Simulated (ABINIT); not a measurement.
Write the native input for ABINIT 10.8.3 (patched build) that does the following.

```
Task                : single point
Functional          : PBE
Potentials or basis : JTH PAW PBE v2.0
Cutoff              : 707 eV
k mesh              : 9 × 9 × 9
Occupations         : fermi-dirac, width 0.05 eV
Spin                : collinear spin, ferromagnetic start
Starting moments    : [5.0, 0.0] μB
Fine-grid cutoff    : 1306.15 eV
```

The system is MnO.

```
Mn O
1.0
     0.00000    2.43651    2.43651
     2.43651    0.00000    2.43651
     2.43651    2.43651    0.00000
Mn O
1 1
Direct
  0.00000 0.00000 0.00000
  0.25000 0.25000 0.25000
```

Measurements of this composition are mostly on another form, of space group No. 225.

The input as run:

run.abi

```
# Pseudopotentials
pp_dirpath "./"
pseudos "Mn.GGA_PBE-JTH.xml, O.GGA_PBE-JTH.xml"

# Structure
acell 3.4457503376 3.4457503376 3.4457503376 Angstrom
rprim
     0.0000000000     0.7071067812     0.7071067812
     0.7071067812     0.0000000000     0.7071067812
     0.7071067812     0.7071067812     0.0000000000
ntypat 2
znucl 25 8
natom 2
typat 1 2
xred
     0.0000000000     0.0000000000     0.0000000000
     0.2500000000     0.2500000000     0.2500000000

# Plane-wave basis
ecut 26.0
pawecutdg 48.0
pawxcdev 0

# k points
kptopt 1
ngkpt 9 9 9
nshiftk 1
shiftk 0.0 0.0 0.0

# Exchange and correlation
ixc 11

# Bands and occupations
nband 16
occopt 3
tsmear 0.05 eV

# Spin
nsppol 2
spinat
     0.0000000000     0.0000000000     5.0000000000
     0.0000000000     0.0000000000     0.0000000000

# SCF cycle
nstep 100
tolvrs 1.0e-9

# Output
iomode 3
prtwf 0
prtden 0
prteig 0
prtebands 0
enunit 2
```

Potentials or basis: JTH PAW PBE v2.0.

Launch:

```console
$ abinit run.abi > log 2>&1
```

Results of the run:

```yaml
Pressure: -4.7 GPa
Band_gap_on_the_k_mesh: none (metal or under the smearing width)
Net_moment: 5.00 μB per cell
Site_moments: Mn +4.32; O +0.18 μB
Valence_electrons_inside_the_program's_atomic_spheres: Mn 13.01; O 4.53
```

Caveat: a cell with one magnetic atom can't hold antiferromagnetic order, which such compounds often take; semilocal functionals often make such compounds metallic where correlation or magnetic order opens a gap, which also shifts bond lengths.

Run time: 69 s on 1 thread of Arm Neoverse V1 (shared host), peak memory 0.15 GiB.
